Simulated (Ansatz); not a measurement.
`CC(=O)OBF` + `[OH][InH2]` → `FB[O][InH2]` + `CC(=O)O` at 298.15 K and 1 bar (ligand exchange at a B–O bond).

Program: Ansatz. Geometries: PBE0-D4/def2-TZVP. ΔE: electronic, gas phase. CCSD(T)/CBS adds triple-zeta CCSD(T) − MP2 to the extrapolated MP2 energy (def2 sets, frozen cores). def2 core potentials past Kr. For In outer-core shells are correlated without core-valence functions, which leaves a few kJ/mol of doubt a bond. One conformer a species, not always the lowest.

| species | CCSD(T)/CBS energy (Eh) | H − E (kJ/mol) | S (J/(mol·K)) |
| --- | --- | --- | --- |
| `CC(=O)OBF` | -353.55713 | 197.9 | 341.5 |
| `[OH][InH2]` | -266.78179 | 78.4 | 275.9 |
| `FB[O][InH2]` | -391.48685 | 101.7 | 333.1 |
| `CC(=O)O` | -228.87529 | 177.3 | 287.6 |

H − E and S are ideal-gas, rigid-rotor, harmonic terms from PBE0-D4/def2-TZVP, for one conformer and one mirror image of each species. 1 Eh = 2625.50 kJ/mol, R = 8.31446 J/(mol·K).

Problem. By hand: ΔE, ΔH, ΔS and ΔG.

Solution. ΔE = (-391.48685) + (-228.87529) − (-353.55713) − (-266.78179) = -0.02322 Eh = -61.0 kJ/mol. Δ(H − E) = 101.7 + 177.3 − 197.9 − 78.4 = 2.7, so ΔH = -58.3 kJ/mol. ΔS = 333.1 + 287.6 − 341.5 − 275.9 = 3.3 J/(mol·K). ΔG = -58.3 − 298.15 × (3.3)/1000 = -59.3 kJ/mol.

Problem. By hand: the equilibrium constant, and the temperature at which ΔG would vanish if ΔH and ΔS stayed fixed.

Solution. log₁₀ K = −ΔG/(RT ln 10) = 10.4. ΔH and −TΔS have one sign here, so there is no such temperature. One of them is within its doubt of zero, so this could turn.

The number of gas molecules stays the same, so ΔS is small and ΔH decides. A doubt of 5 kJ/mol in ΔE shifts log₁₀ K by 0.9 here. Other conformers and mirror images would add mixing entropy, several J/(mol·K) or more a flexible species. These are equilibria of isolated gas molecules and say nothing of rates. Largest T1 diagnostic: 0.017 (customary marks: 0.02 for closed shells, 0.045 for open ones).
